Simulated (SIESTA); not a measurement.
TePb: band structure with PBEsol

**The experiment to reproduce.**

From a printed reference work, monograph, for a bulk crystal of TePb at 4.2 K: band gap 0.19 eV (direct).

Crystal: TePb.

```
Pb Te
1.0
     0.00000    3.23100    3.23100
     3.23100    0.00000    3.23100
     3.23100    3.23100    0.00000
Pb Te
1 1
Direct
  0.00000 0.00000 0.00000
  0.50000 0.50000 0.50000
```

| Quantity | Value |
| --- | --- |
| Program | SIESTA 5.4.2 |
| Task | band structure |
| Functional | PBEsol |
| Potentials or basis | PseudoDojo 0.4 standard (PBEsol files) |
| Basis | DZP (energy shift 0.003 Ry; two zetas on semicore shells) |
| Grid cutoff | 500 Ry |
| Energy shift | 0.003 Ry |
| k mesh | 7 × 7 × 7 |
| Occupations | fermi-dirac, width 0.05 eV |
| Spin | no spin polarisation |

| Item | Value |
| --- | --- |
| Pressure | 0.1 GPa |
| Band gap along the path | 0.72 eV, direct |

Levels at the corners of the path, in eV from the Fermi level:
| point | band 13 | band 14 | band 15 | band 16 | band 17 | band 18 |
| --- | --- | --- | --- | --- | --- | --- |
| Γ | -1.70 | -1.70 | -1.70 | 3.75 | 3.75 | 3.75 |
| X | -4.95 | -3.20 | -3.20 | 2.88 | 5.26 | 5.26 |
| W | -4.22 | -4.22 | -0.75 | 1.29 | 4.91 | 4.91 |
| K | -4.56 | -2.70 | -2.50 | 3.26 | 3.41 | 4.84 |
| Γ | -1.70 | -1.70 | -1.70 | 3.75 | 3.75 | 3.75 |
| L | -1.29 | -1.29 | -0.41 | 0.31 | 0.87 | 0.87 |
| U | -4.56 | -2.70 | -2.50 | 3.26 | 3.41 | 4.84 |
| W | -4.22 | -4.22 | -0.75 | 1.29 | 4.91 | 4.91 |
| L | -1.29 | -1.29 | -0.41 | 0.31 | 0.87 | 0.87 |
| K | -4.56 | -2.70 | -2.50 | 3.26 | 3.41 | 4.84 |
| U | -4.56 | -2.70 | -2.50 | 3.26 | 3.41 | 4.84 |
| X | -4.95 | -3.20 | -3.20 | 2.88 | 5.26 | 5.26 |

Wall time 32 s on 1 thread of Intel(R) Xeon(R) 6975P-C (Granite Rapids), with other jobs on the host, peak memory 0.28 GiB.

Measured gap of TePb: 0.19 eV (direct; 4.2 K; a printed reference work, monograph). This calculation gives 0.72 eV (+0.53 eV). Spin-orbit coupling on Pb, Te is left out. The value is that of PBEsol in an atomic basis (PseudoDojo 0.4 standard (PBEsol files), DZP (energy shift 0.003 Ry; two zetas on semicore shells)), whose error adds to the functional's,, without temperature or zero-point motion.

Caveat: this odd mesh misses L, where the gap lies, so gap, dielectric constants and Born charges aren't listed; spin-orbit coupling is left out, which moves the levels of the heavy elements; the basis of atomic orbitals isn't converged, which shifts pressures, moduli and gaps.
